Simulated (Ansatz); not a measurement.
## Bands of Cs

```
CELL_PARAMETERS angstrom
0.00000 3.94834 3.94834
3.94834 0.00000 3.94834
3.94834 3.94834 0.00000
ATOMIC_POSITIONS crystal
Cs 0.00000 0.00000 0.00000
```

Conventional cell: a = 7.897 Å, b = 7.897 Å, c = 7.897 Å, α = 90.00°, β = 90.00°, γ = 90.00°.

The cell is the one relaxed in the Materials Project (mp-1055940), not relaxed further here; entries there can be hypothetical.

Spin–orbit coupling is left out, though it moves levels of the heavy atoms by tenths of an eV or more.

Theory: DFT, LDA, all-electron LAPW, scalar-relativistic in Ansatz 0.2.0.

Settings: a Γ-centred 8×8×8 k mesh, Fermi–Dirac smearing of 0.08 eV, basis error target 0.25 meV/atom, no spin polarisation.

Points in fractions of the reciprocal vectors of this cell: Γ (0, 0, 0), X (0.5, 0, 0.5), U (0.625, 0.25, 0.625), K (0.375, 0.375, 0.75), L (0.5, 0.5, 0.5), W (0.5, 0.25, 0.75). The path joins them by straight lines in the order Γ–X–U–K–Γ–L–W–X; legs that retrace an earlier one aren't tabulated. Energies are in eV from the Fermi level.

Question: Metal or insulator at this level of theory?

Answer: No gap opens: metallic or semimetallic.

Question: Tabulate bands 6 to 12, counted from the lowest band of the run, along the path.

Answer: 
| k (1/Å) | point | band 6 | band 7 | band 8 | band 9 | band 10 | band 11 | band 12 |
| --- | --- | --- | --- | --- | --- | --- | --- | --- |
| 0.00 | Γ | -23.92 | -10.60 | -10.60 | -10.60 | -1.60 | 2.38 | 2.38 |
| 0.20 |  | -23.92 | -10.61 | -10.60 | -10.60 | -1.40 | 2.06 | 2.47 |
| 0.40 |  | -23.92 | -10.65 | -10.62 | -10.62 | -0.83 | 1.56 | 2.15 |
| 0.60 |  | -23.91 | -10.68 | -10.63 | -10.63 | -0.08 | 1.21 | 1.57 |
| 0.80 | X | -23.91 | -10.70 | -10.64 | -10.64 | 0.34 | 1.08 | 1.39 |
| 0.87 |  | -23.91 | -10.70 | -10.64 | -10.64 | 0.37 | 1.09 | 1.38 |
| 0.94 |  | -23.91 | -10.69 | -10.64 | -10.63 | 0.44 | 1.09 | 1.36 |
| 1.01 |  | -23.91 | -10.69 | -10.65 | -10.63 | 0.56 | 1.05 | 1.33 |
| 1.08 | U | -23.91 | -10.68 | -10.66 | -10.63 | 0.71 | 0.93 | 1.30 |
| 1.20 |  | -23.91 | -10.68 | -10.66 | -10.63 | 0.78 | 0.88 | 1.31 |
| 1.32 |  | -23.91 | -10.68 | -10.66 | -10.63 | 0.81 | 0.86 | 1.35 |
| 1.44 |  | -23.91 | -10.68 | -10.66 | -10.63 | 0.78 | 0.88 | 1.31 |
| 1.56 | K | -23.91 | -10.68 | -10.66 | -10.63 | 0.71 | 0.93 | 1.30 |
| 1.78 |  | -23.91 | -10.68 | -10.65 | -10.62 | 0.13 | 1.30 | 1.32 |
| 1.99 |  | -23.91 | -10.66 | -10.62 | -10.60 | -0.75 | 1.54 | 2.02 |
| 2.20 |  | -23.92 | -10.62 | -10.60 | -10.60 | -1.37 | 2.03 | 2.41 |
| 2.41 | Γ | -23.92 | -10.60 | -10.60 | -10.60 | -1.60 | 2.38 | 2.38 |
| 2.58 |  | -23.92 | -10.61 | -10.60 | -10.60 | -1.45 | 2.11 | 2.44 |
| 2.75 |  | -23.92 | -10.65 | -10.60 | -10.60 | -1.02 | 1.61 | 2.46 |
| 2.92 |  | -23.91 | -10.69 | -10.61 | -10.61 | -0.43 | 1.12 | 2.32 |
| 3.10 | L | -23.91 | -10.70 | -10.61 | -10.61 | -0.03 | 0.79 | 2.26 |
| 3.24 |  | -23.91 | -10.70 | -10.62 | -10.61 | 0.09 | 0.79 | 2.05 |
| 3.38 |  | -23.91 | -10.69 | -10.64 | -10.62 | 0.41 | 0.79 | 1.67 |
| 3.52 |  | -23.91 | -10.68 | -10.66 | -10.63 | 0.81 | 0.86 | 1.35 |
| 3.66 | W | -23.91 | -10.67 | -10.67 | -10.64 | 0.84 | 1.21 | 1.21 |
| 3.76 |  | -23.91 | -10.68 | -10.66 | -10.64 | 0.73 | 1.15 | 1.27 |
| 3.86 |  | -23.91 | -10.69 | -10.65 | -10.64 | 0.53 | 1.11 | 1.33 |
| 3.96 |  | -23.91 | -10.70 | -10.64 | -10.64 | 0.39 | 1.09 | 1.37 |
| 4.06 | X | -23.91 | -10.70 | -10.64 | -10.64 | 0.34 | 1.08 | 1.39 |
